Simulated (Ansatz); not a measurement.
Zn vacancy in ZnSe

Level of theory: DFT PBEsol, scalar-relativistic, plane waves, PAW in Ansatz. (420 eV cutoff, 2×2×2 k-mesh, shifted by half a step, Gaussian smearing of 0.01 eV, collinear spin)

Host crystal, relaxed:

```
CELL_PARAMETERS angstrom
0.00000 2.81662 2.81662
2.81662 0.00000 2.81662
2.81662 2.81662 0.00000
ATOMIC_POSITIONS crystal
Zn 0.00000 0.00000 0.00000
Se 0.25000 0.25000 0.25000
```

Supercell of 32 atoms, rows in host cell vectors: 1 1 -3; -3 1 1; 1 1 1. Atoms relax at the host's cell from a start displaced at random by 0.06 Å near the defect, so other minima may exist. The cell is small, so energies carry finite-size errors of tenths of an eV. The host's Kohn–Sham gap is 1.24 eV. Atoms are taken from and returned to the elements' standard states. Charged cells are corrected for image charges with the computed static dielectric tensor (mean 10.3) and aligned with the host's potential at far atoms (alignment terms reach 0.62 eV; the program doubts the alignment in some charges, where it is up to 0.62 eV). No band-filling term is added, and the Fermi level counts from the host's valence band top.

Starting moments were lost in some runs.

Defect: Zn vacancy set at (0.000, 0.000, 0.000) of the host cell. Before relaxation its nearest neighbours are 4 Se at 2.44 Å.

```json
{"charge": "0", "E_f at the valence band top (eV)": "3.46", "over the neutral state (eV)": "0.00", "moment (μB)": "2.00", "largest move (Å)": "0.11", "atoms near the site": "1 Se at 2.32 Å, 2 Se at 2.33 Å, 1 Se at 2.34 Å"}
{"charge": "-1", "E_f at the valence band top (eV)": "3.48", "over the neutral state (eV)": "0.02", "moment (μB)": "1.00", "largest move (Å)": "0.13", "atoms near the site": "1 Se at 2.30 Å, 2 Se at 2.31 Å, 1 Se at 2.32 Å"}
{"charge": "-2", "E_f at the valence band top (eV)": "3.92", "over the neutral state (eV)": "0.47", "moment (μB)": "0.00", "largest move (Å)": "0.15", "atoms near the site": "1 Se at 2.28 Å, 3 Se at 2.29 Å"}
```

Among the charges computed the stable one is 0 at the valence band top, changing to -1 at 0.02 eV, changing to -2 at 0.44 eV. In charge 0, -1 the cell has partly filled bands: a level of the defect may be part filled, the carrier may sit in the host's bands, or levels may cross between the k points, so transitions that involve it are doubtful. Without the alignment that the program doubts, the level (0/-1) would lie at -0.33 eV, outside the gap, so these runs don't decide whether the defect changes charge there.

Cost: 4 runs of about 22 core-minutes in all, on AMD EPYC 9R45 (Zen 5) (shared hosts).